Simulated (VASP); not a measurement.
Ba:

```
CELL_PARAMETERS angstrom
-2.50650 2.50650 2.50650
2.50650 -2.50650 2.50650
2.50650 2.50650 -2.50650
ATOMIC_POSITIONS crystal
Ba 0.00000 0.00000 0.00000
```

Base run:

| Item | Value |
| --- | --- |
| Program | VASP 6.6.1 |
| Functional | RPBE |
| Potentials or basis | VASP PAW PBE potentials, release 64 (Ba_sv) |
| Cutoff | 520 eV |
| k mesh | 8 × 8 × 8 |
| Occupations | gaussian, width 0.1 eV |
| Spin | no spin polarisation |

Its results: band gap on the k mesh none (metal or under the smearing width); pressure 0.7 GPa.

Problem. The run is repeated on the same cell with these changes: functional from RPBE to PBE; further incar settings from ALGO = Fast; EDIFF = 1.00e-06 to ALGO = Normal; EDIFF = 1.00e-07. What comes out?

Solution. Band gap on the k mesh none (metal or under the smearing width); pressure 0.0 GPa.

Caveats: the PAW data sets were made with another functional, which shifts forces and pressure a little (some runs).
